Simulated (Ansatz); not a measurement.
# Co in Ansatz: convergence with smearing width

Input of the first run (smearing width 0.3 eV); the others differ in this setting and in those tied to it:

The input input.yaml:

```yaml
crystal:
  lattice:
    - [2.4719999032, 0.0, 0.0]
    - [-1.2359999516, 2.1408147143, 0.0]
    - [0.0, 0.0, 4.02114408]
  atoms:
    - { symbol: Co, position: [0.6666666667, 0.3333333333, 0.75], spin: 2.0 }
    - { symbol: Co, position: [0.3333333333, 0.6666666667, 0.25], spin: 2.0 }
hamiltonian:
  xc: pbe
  pseudopotentials: { kind: nc }
magnetization:
  spin_polarized: true
kpoints:
  mp_grid: { grid: [10, 10, 6] }
scf:
  occupations: { method: methfessel_paxton, width: 0.3 }
output:
  forces: true
  stress: true
  eigenvalues: true
```

Potentials or basis: PseudoDojo standard (PBE files).

Launch:

```console
$ ansatz run input.yaml --threads 2 --pin off --max-ram 5632MiB --backend cpu --events-out ev --progress --plain --runs-dir out
```

Hardware: 2 threads of AMD EPYC 9R14 (Zen 4), on a shared host.

| smearing width | energy less the tightest run, at zero smearing (meV/atom) | pressure (GPa) | absolute moment (μB) | SCF cycles | CPU time (s) | peak memory (GiB) |
| --- | --- | --- | --- | --- | --- | --- |
| 0.3 eV | -1.39 | 5.68 | 3.67 | 9 | 6.4 | 0.5 |
| 0.2 eV | -0.86 | 5.75 | 3.66 | 9 | 6.4 | 0.5 |
| 0.15 eV | -0.61 | 5.73 | 3.66 | 9 | 6.4 | 0.5 |
| 0.1 eV | -0.32 | 5.70 | 3.66 | 9 | 6.5 | 0.5 |
| 0.05 eV | -0.12 | 5.70 | 3.66 | 9 | 6.3 | 0.5 |
| 0.025 eV | -0.04 | 5.70 | 3.66 | 9 | 6.6 | 0.5 |
| 0.01 eV | 0.00 | 5.69 | 3.66 | 10 | 7.5 | 0.5 |
| 0.005 eV | 0.00 | 5.67 | 3.65 | 14 | 10 | 0.49 |

Against the tightest run, the energy stays within 1 meV/atom from 0.2 eV on; the pressure stays within 0.1 GPa from 0.3 eV on; the absolute moment stays within 0.02 μB from 0.3 eV on. Narrower smearing needs a denser k mesh, so at a fixed mesh the narrowest width isn't the most accurate. The tightest run that finished is the yardstick and may itself not be fully converged.
